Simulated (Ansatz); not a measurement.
**Mg under changes of volume**

One of the cells (23.237 Å³/atom); the others are scaled copies at fixed shape and fractional positions:

```
CELL_PARAMETERS angstrom
3.20930 0.00000 0.00000
-1.60465 2.77934 0.00000
0.00000 0.00000 5.21030
ATOMIC_POSITIONS crystal
Mg 0.66667 0.33333 0.75000
Mg 0.33333 0.66667 0.25000
```

```yaml
Program: Ansatz 0.2.0
Functional: PBE
Potentials_or_basis: SPMS NC
Cutoff: "762 eV (not typed: the program's choice for these potentials)"
k_mesh: 10 × 10 × 5
Occupations: fermi-dirac, width 0.05 eV
Spin: no spin polarisation
```

```csv
volume (Å³/atom),energy over the lowest point (meV/atom),pressure (GPa)
21.843,6.47,2.0
22.308,?,?
22.772,0.00,0.3
23.237,0.17,-0.4
23.702,2.30,-1.0
24.167,6.19,-1.6
24.631,11.68,-2.2
```

What does the run at 22.308 Å³/atom give?

Energy over the lowest point 2.02 meV/atom; pressure 1.1 GPa.

Worked out: A Birch-Murnaghan fit of order 3 (a polynomial in V^(-2/3)) to the other rows has its minimum at 22.97 Å³/atom with B0 = V·E''(V) = 36 GPa and B' = 4.2 at fixed shape and positions, which overstates the stiffness. It gives 2.02 meV/atom at 22.308 Å³/atom, against the run's 2.02, and -dE/dV = 1.1 GPa, against 1.1.

Energies are extrapolated to zero smearing.
